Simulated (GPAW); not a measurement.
The system is NiO.

```
Ni O
1.0
     2.78306    0.00000    0.00000
    -1.39153    2.41020    0.00000
     0.00000    0.00000    2.71613
Ni O
1 1
Direct
  0.00000 0.00000 0.00000
  0.66667 0.33333 0.50000
```

Measurements of this composition are mostly on another form, of space group No. 225.

Base run:

| Property | Result |
| --- | --- |
| Program | GPAW 26.7.0 |
| Functional | r2SCAN |
| Potentials or basis | GPAW PAW data sets (gpaw-data 1.2.1) |
| Cutoff | 800 eV |
| Basis | pw |
| k mesh | 8 × 8 × 7 |
| Occupations | gaussian, width 0.05 eV |
| Spin | collinear spin, ferromagnetic start |
| Starting moments | [1.0, 0.0] μB |
| Hubbard terms | Ni d U = 3 eV |

Its results: pressure 8.9 GPa; site moments Ni +1.74; O +0.20 μB.

The run is repeated on the same cell with these changes: moments at the start from [1.0, 0.0] to [3.0, 0.0]; fixed moment from none to 3 μB. What comes out?

Pressure 30.8 GPa; site moments Ni +2.16; O +0.49 μB.

Caveats: the stock nickel data set gives pressures a few GPa off other programs; the PAW data sets were made with another functional, which shifts forces and pressure a little; a cell with one magnetic atom can't hold antiferromagnetic order, which such compounds often take; a pressure of tens of GPa on the cell as given is suspect, and the run, the potentials or the cell itself is likely at fault (some runs); the total moment is fixed, so each spin has its own Fermi level (some runs).
